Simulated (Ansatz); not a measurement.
PtSe2: energy along a strain

PtSe2, P-3m1, a = 3.761 Å, c = 4.863 Å. Ansatz: PBEsol, PAW, 420 eV, Γ-centred 12×12×10 mesh on 3 atoms, Gaussian smearing 0.15 eV; no spin polarisation. Cell vectors (Å): 3.761 0.000 0.000; -1.880 3.257 0.000; 0.000 0.000 4.863. The cell is strained by x per cent times the pattern (1 0 0 0 0 0) in the order xx yy zz yz xz xy (engineering shears), with fractional coordinates held. y is the free energy over the start, V0 = 19.856 Å³/atom.

| x (%) | y (meV/atom) |
| --- | --- |
| -6.00 | ? |
| -4.50 | 34.35 |
| -3.00 | 14.74 |
| 0.00 | 0.00 |
| 1.50 | 3.39 |
| 4.50 | 28.36 |
| 6.00 | 48.73 |

Question: Fit y = c2 x² + c3 x³ to the other rows, get the stiffness along the pattern, and predict the missing energy.

Answer: Least squares on the rows shown. y = 1.5483 x² − 0.032532 x³. The clamped-ion stiffness p·C·p = 2 × 15.48 eV × 160.2 / 19.856 Å³ = 250 GPa, which is C11 in these axes. At x = -6.00 the fit asked for gives 62.77 meV/atom. The run gave 63.19 meV/atom, so the fit is 0.42 meV/atom too low, 0.66 % of the span of the series, against an rms of 0.04 meV/atom on the fitted rows. The row lies outside the fitted range. With a term in x⁴ added, a fit to the same known rows predicts 62.94 meV/atom, which recovers part of the miss; the known rows don't hold the rest.

Spin–orbit coupling is left out, which can shift energies with elements as heavy as these.

Cost: 7 runs of about 3.2 core-minutes in all, on Arm Neoverse V2 (shared hosts).